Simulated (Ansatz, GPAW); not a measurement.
Given: the input of a run of Ansatz 0.2.0 on Sn. This isn't the form of Sn at room conditions, which is tetragonal (white tin).

File input.yaml:

```yaml
crystal:
  lattice:
    - [0.0, 3.2333428, 3.2333428]
    - [3.2333428, 0.0, 3.2333428]
    - [3.2333428, 3.2333428, 0.0]
  atoms:
    - { symbol: Sn, position: [0.25, 0.25, 0.25] }
    - { symbol: Sn, position: [0.0, 0.0, 0.0] }
hamiltonian:
  xc: rpbe
  pseudopotentials: { kind: paw }
kpoints:
  mp_grid: { grid: [7, 7, 7] }
scf:
  occupations: { method: gaussian, width: 0.1 }
output:
  forces: true
  stress: true
  eigenvalues: true
```

Potentials or basis: Ansatz PAW.

Run with:

```bash
$ ansatz run input.yaml --threads 1 --pin off --max-ram 3584MiB --backend cpu --events-out ev --progress --plain --runs-dir out
```

Q: What does the same run look like in GPAW 26.7.0 (ASE script)? Potentials or basis there: the program's PAW data sets (release 1.2.1) made for this functional, cutoff 600 eV.

A: As run (cutoffs and basis follow the program's own potentials, and thresholds, step limits or extra output files can differ):

run.py

```python
from ase.dft.bandgap import bandgap
from ase.io import read, write
from ase.units import GPa
from gpaw import GPAW, PW

atoms = read('Sn.xyz')

calc = GPAW(mode=PW(600),
            xc='RPBE',
            kpts={'size': (7, 7, 7), 'gamma': True},
            occupations={'name': 'methfessel-paxton', 'order': 0, 'width': 0.1},
            nbands=24,
            convergence={'density': 1e-05, 'energy': 1e-05},
            maxiter=150,
            txt='gpaw.txt')
atoms.calc = calc
energy = atoms.get_potential_energy()
forces = atoms.get_forces()
stress = atoms.get_stress()
calc.write('gs.gpw')
write('result.traj', atoms)
print(f'Energy: {energy:.6f} eV')
print('Forces (eV/A):')
print(forces.round(4))
print('Stress (GPa):', (stress / GPa).round(3))
print('Fermi level:', round(calc.get_fermi_level(), 4), 'eV')
print(f'Gap: {bandgap(calc)[0]:.4f} eV, direct: {bandgap(calc, direct=True)[0]:.4f} eV')
```

Sn.xyz

```xyz
2
Lattice="0.0000000000 3.2333428000 3.2333428000 3.2333428000 0.0000000000 3.2333428000 3.2333428000 3.2333428000 0.0000000000" Properties=species:S:1:pos:R:3 pbc="T T T"
Sn     1.6166714000      1.6166714000      1.6166714000
Sn     0.0000000000      0.0000000000      0.0000000000
```

Potentials or basis: the program's PAW data sets (release 1.2.1) made for this functional, pw.

The run is started by

```bash
$ OMP_NUM_THREADS=1 python run.py
```

Both were run:

|  | Ansatz | GPAW |
| --- | --- | --- |
| Pressure | 5.2 GPa | 4.9 GPa |

Ansatz's pressure holds a Pulay term of +0.03 GPa for its cutoff of 420 eV, which the other run lacks.

Ansatz's potentials were made for PBE.

Where Ansatz's input types no cutoff or centring, it takes its own default and a Γ-centred mesh.

Pressure is positive in compression.
